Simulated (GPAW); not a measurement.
## Local fields, kernels and plasmons in NaCl (honeycomb monolayer)

Aim: ε(ω) and the loss function of NaCl (honeycomb monolayer), with and without local fields, at several momentum transfers.

Main program and level: GPAW 26.7.0; LDA and many-body steps on it, plane waves.

## 1. Set-up

The cell holds 2 atoms: 1 Na and 1 Cl. Its edges and angles: a = 4.414 Å, b = 4.414 Å, c = 11.400 Å, α = 90.0°, β = 90.0°, γ = 120.0°. Vacuum lies along c.

As a file:

```xyz
2
Lattice="4.4138 0.0000 0.0000 -2.2069 3.8225 0.0000 0.0000 0.0000 11.4000" Properties=species:S:1:pos:R:3
Na    0.0000    2.5483    5.6981
Cl    2.2069    1.2742    5.7015
```

The structure was relaxed with LDA. The runs that relaxed it are not among those shown.

## 2. Empty states on the mesh, 12×12×1 mesh, 255 bands

This step: GPAW 26.7.0; DFT, LDA, plane waves, PAW.

The sums over transitions need many empty states on a uniform mesh; this step solves for them.

run.py reads:

```python
import json
import numpy as np
from gpaw.mpi import world
from gpaw import GPAW

calc = GPAW('gs.gpw').fixed_density(kpts={'size': (12, 12, 1), 'gamma': True},
    nbands=297,
    convergence={'bands': 255},
    txt='nscf.txt')
calc.write('full.gpw', mode='all')
res = {}
kpts = calc.get_ibz_k_points()
res['kpts'] = kpts
res['eigenvalues'] = [calc.get_eigenvalues(kpt=k) for k in range(len(kpts))]
res['n_electrons'] = calc.get_number_of_electrons()

if world.rank == 0:
    with open('result.json', 'w') as f:
        json.dump(res, f, default=lambda x: x.tolist())
```

Started as:

```sh
> mpirun -n 4 gpaw python run.py
```

The log of the run:

```text
Diagonalizing LCAO Hamiltonian
Converting LCAO to pw mode
convergence criteria:
- Maximum integral of absolute [eigenst]ate change: 4e-08 eV^2 / valence electron
maximum number of iterations: 100

SCF iterations
|iter     |     time |      energy | eigst |  dens |
|iter:   1|  |             | +4.72 |       |
|iter:   2|  |             | +3.51 |       |
|iter:   3|  |             | +2.40 |       |
[...]
|iter:  15|  |             | -6.97 |       |
|iter:  16|  |             | -7.33 |       |
|iter:  17|  |             | -7.65c|       |
SCF steps: 17
  __  _  _
 | _ |_)|_||  |
 |__||  | ||/\| - 26.7.0

Input parameters:
  mode=PW(ecut=450.000000),
  convergence={'bands': 255},
  gpts=array([24, 24, 56]),
  kpts=MonkhorstPack(size=(12, 12, 1), gamma=True),
  maxiter=100,
  nbands=297,
  occupations=Occupations(name='fermi-dirac', width=0.001, fixmagmom=False),
  parallel={},
  xc=XC(name='LDA')
# Writing to full.gpw (mode='all')
  [... matrices ...]

timing:  # [seconds]
  Total: 0.103  # ━━━━━━━━━━━━━━━━━━━━━━━━━━━━━━━━━━━━━━━━━━━━━━━━━━━━━━━━━━━
```

Elapsed: 3.6 min, on 4 MPI ranks of Arm Neoverse V2, shared host; peak memory 1.4 GiB.

This step gave:

* gap: 5.092 eV
* k of the valence top: 0.3333, 0.3333, 0
* k of the conduction bottom: 0, 0, 0
* least direct gap: 5.263 eV
* k points computed: 19
* lowest point of the top converged band, above the valence top: 71.2075 eV

On this mesh the gap is 5.092 eV.

## 3. RPA response

The response function is computed on a frequency grid, with local fields up to the given cutoff.

This step: linear response, RPA, on LDA, plane waves, PAW.

run.py reads:

```python
import json
import numpy as np
from gpaw.mpi import world
from gpaw.response.df import DielectricFunction

df = DielectricFunction('full.gpw',
    ecut=50,
    nbands=255,
    eta=0.2,
    frequencies={'type': 'nonlinear', 'domega0': 0.05, 'omega2': 10.0},
    intraband=False,
    truncation='2D',
    txt='df.txt')
res = {'optical': {}, 'eels': []}
for d in 'x':
    y0, y = df.get_polarizability(direction=d, xc='RPA', filename=None)
    res['optical'][d] = [y0.real, y0.imag, y.real, y.imag]
res['w'] = df.get_frequencies()
for q_c in [[0.0833333333, 0, 0], [0.25, 0, 0], [0.5, 0, 0], [0.75, 0, 0], [1.25, 0, 0]]:
    res['eels'].append(df.get_eels_spectrum(q_c=q_c, xc='RPA', filename=None))

if world.rank == 0:
    with open('result.json', 'w') as f:
        json.dump(res, f, default=lambda x: x.tolist())
```

Started as:

```sh
> mpirun -n 4 gpaw python run.py
```

The log of the run:

```text
Using integrator: PointIntegrator
NonLinearFrequencyDescriptor(from 0.000 to 96.227 eV, 387 points)
Nonperiodic BCs:  [False False  True]
Using integrator: PointIntegrator
NonLinearFrequencyDescriptor(from 0.000 to 96.227 eV, 387 points)
Nonperiodic BCs:  [False False  True]

Calculating chi0 body with:
    Ground state adapter containing:
    Number of spins: 1
    Number of kpoints: 144
    Number of irreducible kpoints: 19
    Number of completely occupied states: 7
    Number of partially occupied states: 7
    Occupied states memory: 3.4453125 M / cpu

    Linear response parametrization:
    q_c: [0.0, 0.0, 0.0]
    Number of frequency points: 387
    Planewave cutoff: 50.0
    Number of bands: 255
    Number of planewaves: 163
    Broadening (eta): 0.2
    comm.size: 4
    kncomm.size: 4
    blockcomm.size: 1

    Memory estimate of potentially large arrays:
        chi0_wGG: 156.893967 M / cpu
Integrating chi0 body.

Symmetries of q_c:
    Direct symmetries (Uq -> q): 6
    Indirect symmetries (TUq -> q): 6
In total 12 allowed symmetries.

  [... matrices ...]
19 groups of equivalent kpoints. 86.805556% reduction.

Integral kind: spectral function

Calculating chi0 optical extensions with:
    Ground state adapter containing:
    Number of spins: 1
    Number of kpoints: 144
    Number of irreducible kpoints: 19
    Number of completely occupied states: 7
    Number of partially occupied states: 7
    Occupied states memory: 3.4453125 M / cpu

    Linear response parametrization:
    Number of frequency points: 387
    Planewave cutoff: 50.0
    Number of bands: 255
    Number of planewaves: 163
    Broadening (eta): 0.2
Integrating chi0 head and wings.

Symmetries of q_c:
    Direct symmetries (Uq -> q): 6
    Indirect symmetries (TUq -> q): 6
In total 12 allowed symmetries.

  [... matrices ...]
19 groups of equivalent kpoints. 86.805556% reduction.

Integral kind: spectral function wings

Calculating chi0 body with:
    Ground state adapter containing:
    Number of spins: 1
    Number of kpoints: 144
    Number of irreducible kpoints: 19
    Number of completely occupied states: 7
    Number of partially occupied states: 7
    Occupied states memory: 3.4453125 M / cpu

    Linear response parametrization:
    q_c: [0.0833333333, 0.0, 0.0]
    Number of frequency points: 387
    Planewave cutoff: 50.0
    Number of bands: 255
    Number of planewaves: 165
    Broadening (eta): 0.2
    comm.size: 4
    kncomm.size: 4
    blockcomm.size: 1

    Memory estimate of potentially large arrays:
        chi0_wGG: 160.767746 M / cpu
Integrating chi0 body.

Symmetries of q_c:
    Direct symmetries (Uq -> q): 2
    Indirect symmetries (TUq -> q): 0
In total 2 allowed symmetries.

  [... matrices ...]
78 groups of equivalent kpoints. 45.833333% reduction.

Integral kind: spectral function

[... 4 further calls ...]
```

Wall time 96 s (4 MPI ranks); peak memory 2.8 GiB; 6.4 min of CPU time.

Read from the output:

| Item | Value |
| --- | --- |
| static polarisability of the sheet (Å) | 0.2854 |
| the same without local fields | 0.3910 |

The static value is 0.29.

The Im polarisability of the sheet has structure finer than the step of the table below, so its rows give means over 2 eV. Peaks (eV: height): xx, no local fields 7.8: 0.961, 9.8: 0.834, 15.6: 0.401; xx, local fields 7.8: 0.614, 9.8: 0.439, 16.4: 0.257.

RPA, broadening 0.2 eV. The Im polarisability of the sheet by photon energy; means over each step:

| photon energy (eV) | xx, no local fields (Å) | xx, local fields (Å) |
| --- | --- | --- |
| 2 | 0.00508 | 0.00360 |
| 4 | 0.0263 | 0.0202 |
| 6 | 0.294 | 0.240 |
| 8 | 0.655 | 0.413 |
| 10 | 0.702 | 0.372 |
| 12 | 0.460 | 0.293 |
| 14 | 0.283 | 0.173 |
| 16 | 0.286 | 0.188 |
| 18 | 0.103 | 0.206 |
| 20 | 0.0615 | 0.127 |
| 22 | 0.0420 | 0.106 |
| 24 | 0.0245 | 0.104 |
| 26 | 0.0154 | 0.0771 |
| 28 | 0.0151 | 0.0552 |
| 30 | 0.0182 | 0.0399 |
| 32 | 0.0163 | 0.0304 |
| 34 | 0.0155 | 0.0268 |
| 36 | 0.0146 | 0.0185 |
| 38 | 0.0135 | 0.0132 |

## 4. RPA response, local-field cutoff (12×12×1 mesh, 255 bands, screening to 15 eV, broadening 0.2 eV)

Edit run.py of step 3 so:

```diff
@@ -6,3 +6,3 @@
 df = DielectricFunction('full.gpw',
-    ecut=50,
+    ecut=15,
     nbands=255,
@@ -18,3 +18,3 @@
 res['w'] = df.get_frequencies()
-for q_c in [[0.0833333333, 0, 0], [0.25, 0, 0], [0.5, 0, 0], [0.75, 0, 0], [1.25, 0, 0]]:
+for q_c in [[0.5, 0, 0]]:
     res['eels'].append(df.get_eels_spectrum(q_c=q_c, xc='RPA', filename=None))
```

Started as:

```sh
> mpirun -n 4 gpaw python run.py
```

The log of the run:

```text
Using integrator: PointIntegrator
NonLinearFrequencyDescriptor(from 0.000 to 96.227 eV, 387 points)
Nonperiodic BCs:  [False False  True]
Using integrator: PointIntegrator
NonLinearFrequencyDescriptor(from 0.000 to 96.227 eV, 387 points)
Nonperiodic BCs:  [False False  True]

Calculating chi0 body with:
    Ground state adapter containing:
    Number of spins: 1
    Number of kpoints: 144
    Number of irreducible kpoints: 19
    Number of completely occupied states: 7
    Number of partially occupied states: 7
    Occupied states memory: 3.4453125 M / cpu

    Linear response parametrization:
    q_c: [0.0, 0.0, 0.0]
    Number of frequency points: 387
    Planewave cutoff: 15.0
    Number of bands: 255
    Number of planewaves: 37
    Broadening (eta): 0.2
    comm.size: 4
    kncomm.size: 4
    blockcomm.size: 1

    Memory estimate of potentially large arrays:
        chi0_wGG: 8.084152 M / cpu
Integrating chi0 body.

Symmetries of q_c:
    Direct symmetries (Uq -> q): 6
    Indirect symmetries (TUq -> q): 6
In total 12 allowed symmetries.

  [... matrices ...]
19 groups of equivalent kpoints. 86.805556% reduction.

Integral kind: spectral function

Calculating chi0 optical extensions with:
    Ground state adapter containing:
    Number of spins: 1
    Number of kpoints: 144
    Number of irreducible kpoints: 19
    Number of completely occupied states: 7
    Number of partially occupied states: 7
    Occupied states memory: 3.4453125 M / cpu

    Linear response parametrization:
    Number of frequency points: 387
    Planewave cutoff: 15.0
    Number of bands: 255
    Number of planewaves: 37
    Broadening (eta): 0.2
Integrating chi0 head and wings.

Symmetries of q_c:
    Direct symmetries (Uq -> q): 6
    Indirect symmetries (TUq -> q): 6
In total 12 allowed symmetries.

  [... matrices ...]
19 groups of equivalent kpoints. 86.805556% reduction.

Integral kind: spectral function wings

Calculating chi0 body with:
    Ground state adapter containing:
    Number of spins: 1
    Number of kpoints: 144
    Number of irreducible kpoints: 19
    Number of completely occupied states: 7
    Number of partially occupied states: 7
    Occupied states memory: 3.4453125 M / cpu

    Linear response parametrization:
    q_c: [0.5, 0.0, 0.0]
    Number of frequency points: 387
    Planewave cutoff: 15.0
    Number of bands: 255
    Number of planewaves: 24
    Broadening (eta): 0.2
    comm.size: 4
    kncomm.size: 4
    blockcomm.size: 1

    Memory estimate of potentially large arrays:
        chi0_wGG: 3.4013671875 M / cpu
Integrating chi0 body.

Symmetries of q_c:
    Direct symmetries (Uq -> q): 2
    Indirect symmetries (TUq -> q): 2
In total 4 allowed symmetries.

  [... matrices ...]
43 groups of equivalent kpoints. 70.138889% reduction.

Integral kind: spectral function
```

The job ended after 20 s (4 MPI ranks; peak memory 1.5 GiB; 79 s of CPU time).

This step gave:

```yaml
static_polarisability_of_the_sheet_a: 0.2888
the_same_without_local_fields: 0.3910
```

The static value is 0.29.

## 5. RPA response, fewer bands (12×12×1 mesh, 12 bands, screening to 50 eV, broadening 0.2 eV)

Edit run.py of step 4 so:

```diff
@@ -6,4 +6,4 @@
 df = DielectricFunction('full.gpw',
-    ecut=15,
-    nbands=255,
+    ecut=50,
+    nbands=12,
     eta=0.2,
@@ -18,3 +18,3 @@
 res['w'] = df.get_frequencies()
-for q_c in [[0.5, 0, 0]]:
+for q_c in []:
     res['eels'].append(df.get_eels_spectrum(q_c=q_c, xc='RPA', filename=None))
```

Started as:

```sh
> mpirun -n 4 gpaw python run.py
```

The log of the run:

```text
Using integrator: PointIntegrator
NonLinearFrequencyDescriptor(from 0.000 to 31.408 eV, 274 points)
Nonperiodic BCs:  [False False  True]
Using integrator: PointIntegrator
NonLinearFrequencyDescriptor(from 0.000 to 31.408 eV, 274 points)
Nonperiodic BCs:  [False False  True]

Calculating chi0 body with:
    Ground state adapter containing:
    Number of spins: 1
    Number of kpoints: 144
    Number of irreducible kpoints: 19
    Number of completely occupied states: 7
    Number of partially occupied states: 7
    Occupied states memory: 3.4453125 M / cpu

    Linear response parametrization:
    q_c: [0.0, 0.0, 0.0]
    Number of frequency points: 274
    Planewave cutoff: 50.0
    Number of bands: 12
    Number of planewaves: 163
    Broadening (eta): 0.2
    comm.size: 4
    kncomm.size: 4
    blockcomm.size: 1

    Memory estimate of potentially large arrays:
        chi0_wGG: 111.082550 M / cpu
Integrating chi0 body.

Symmetries of q_c:
    Direct symmetries (Uq -> q): 6
    Indirect symmetries (TUq -> q): 6
In total 12 allowed symmetries.

  [... matrices ...]
19 groups of equivalent kpoints. 86.805556% reduction.

Integral kind: spectral function

Calculating chi0 optical extensions with:
    Ground state adapter containing:
    Number of spins: 1
    Number of kpoints: 144
    Number of irreducible kpoints: 19
    Number of completely occupied states: 7
    Number of partially occupied states: 7
    Occupied states memory: 3.4453125 M / cpu

    Linear response parametrization:
    Number of frequency points: 274
    Planewave cutoff: 50.0
    Number of bands: 12
    Number of planewaves: 163
    Broadening (eta): 0.2
Integrating chi0 head and wings.

Symmetries of q_c:
    Direct symmetries (Uq -> q): 6
    Indirect symmetries (TUq -> q): 6
In total 12 allowed symmetries.

  [... matrices ...]
19 groups of equivalent kpoints. 86.805556% reduction.

Integral kind: spectral function wings
```

Run time: 4 s. Hardware: 4 MPI ranks; peak memory 1.9 GiB.

Read from the output:

* static polarisability of the sheet (Å): 0.2241
* the same without local fields: 0.2500

## 6. RPA response, scissors (12×12×1 mesh, 255 bands, screening to 50 eV, broadening 0.2 eV)

Edit run.py of step 5 so:

```diff
@@ -7,3 +7,3 @@
     ecut=50,
-    nbands=12,
+    nbands=255,
     eta=0.2,
@@ -12,2 +12,3 @@
     truncation='2D',
+    eshift=1.5,
     txt='df.txt')
```

Started as:

```sh
> mpirun -n 4 gpaw python run.py
```

The log of the run:

```text
Using integrator: PointIntegrator
NonLinearFrequencyDescriptor(from 0.000 to 96.227 eV, 387 points)
Nonperiodic BCs:  [False False  True]
Using integrator: PointIntegrator
NonLinearFrequencyDescriptor(from 0.000 to 96.227 eV, 387 points)
Nonperiodic BCs:  [False False  True]

Calculating chi0 body with:
    Ground state adapter containing:
    Number of spins: 1
    Number of kpoints: 144
    Number of irreducible kpoints: 19
    Number of completely occupied states: 7
    Number of partially occupied states: 7
    Occupied states memory: 3.4453125 M / cpu

[...]
Ground state adapter containing:
    Number of spins: 1
    Number of kpoints: 144
    Number of irreducible kpoints: 19
    Number of completely occupied states: 7
    Number of partially occupied states: 7
    Occupied states memory: 3.4453125 M / cpu

    Linear response parametrization:
    Number of frequency points: 387
    Planewave cutoff: 50.0
    Number of bands: 255
    Number of planewaves: 163
    Broadening (eta): 0.2
Integrating chi0 head and wings.

Symmetries of q_c:
    Direct symmetries (Uq -> q): 6
    Indirect symmetries (TUq -> q): 6
In total 12 allowed symmetries.

  [... matrices ...]
19 groups of equivalent kpoints. 86.805556% reduction.

Integral kind: spectral function wings
```

The job ended after 13 s (4 MPI ranks; peak memory 2.7 GiB).

This step gave:

| Item | Value |
| --- | --- |
| static polarisability of the sheet (Å) | 0.2505 |
| the same without local fields | 0.3369 |

The static value is 0.25.

## 7. RPA response, more bands than the file holds (12×12×1 mesh, 765 bands, screening to 30 eV, broadening 0.2 eV)

Edit run.py of step 6 so:

```diff
@@ -6,4 +6,4 @@
 df = DielectricFunction('full.gpw',
-    ecut=50,
-    nbands=255,
+    ecut=30,
+    nbands=765,
     eta=0.2,
@@ -12,3 +12,2 @@
     truncation='2D',
-    eshift=1.5,
     txt='df.txt')
```

Started as:

```sh
> mpirun -n 4 gpaw python run.py
```

The log of the run:

```text

--- the script ended with ---
AssertionError: (765, 297)
```

Elapsed: 11 s, on 4 MPI ranks; peak memory 0.62 GiB.

The run stopped with an error after 11 s.

The fault put into this input: more bands than the file holds.

## 8. The runs together

Times are wall times on 4 MPI ranks of Arm Neoverse V2, shared host, good to a factor of about two.

| run | static polarisability (Å) | without local fields | loss peak (eV) | time |
| --- | --- | --- | --- | --- |
| RPA response | 0.29 | 0.39 | - | 96 s |
| RPA response, local-field cutoff (12×12×1 mesh, 255 bands, screening to 15 eV, broadening 0.2 eV) | 0.29 | 0.39 | - | 20 s |
| RPA response, fewer bands (12×12×1 mesh, 12 bands, screening to 50 eV, broadening 0.2 eV) | 0.22 | 0.25 | - | 4 s |
| RPA response, scissors (12×12×1 mesh, 255 bands, screening to 50 eV, broadening 0.2 eV) | 0.25 | 0.34 | - | 13 s |

## 9. Outcome

| Property | Result |
| --- | --- |
| RPA response | static polarisability (Å) 0.29 |
| RPA response, local-field cutoff (12×12×1 mesh, 255 bands, screening to 15 eV, broadening 0.2 eV) | static polarisability (Å) 0.29 |
| RPA response, fewer bands (12×12×1 mesh, 12 bands, screening to 50 eV, broadening 0.2 eV) | static polarisability (Å) 0.22 |
| RPA response, scissors (12×12×1 mesh, 255 bands, screening to 50 eV, broadening 0.2 eV) | static polarisability (Å) 0.25 |

What this shows: In the optical limit the electronic static polarisability (Å) is 0.29, against 0.39 without local fields. RPA response, local-field cutoff (12×12×1 mesh, 255 bands, screening to 15 eV, broadening 0.2 eV): static polarisability (Å) = 0.29. RPA response, fewer bands (12×12×1 mesh, 12 bands, screening to 50 eV, broadening 0.2 eV): static polarisability (Å) = 0.22. RPA response, scissors (12×12×1 mesh, 255 bands, screening to 50 eV, broadening 0.2 eV): static polarisability (Å) = 0.25. ε(0) converges slowly with a Γ-centred mesh, and this one is not shown settled. Unless a shift is named, the levels are those of the density functional, and only a kernel with a long-range part can bind an exciton.

[Long decimals in the printed logs are rounded to 6 places.]

[Logs are printed without paths, hosts, clocks, repeated set-up lines and the standing remarks that a program may print on its own settings, such as how far it seeks lower states.]

[Paths, hosts, dates, memory and timing lines, banners, echoed tables and standing remarks are left out of the program output; an Ansatz launch command may be rebuilt from the run's recorded settings. Measured values are a selection of at most five: reports struck by readers or far from the other reports are left out. None is set beside runs whose start may be inverted or whose files or cutoffs have a known fault.]

[Runs of the session that timed out or met a known fault of the program may be left out.]

[Hosts, paths, dates, database ids (printed as entryN), source tags and the programs' standing remarks are cut or masked in the printed files.]

[Where the starting crystal was built by hand or by swapping elements, it need not be the compound's stable phase.]
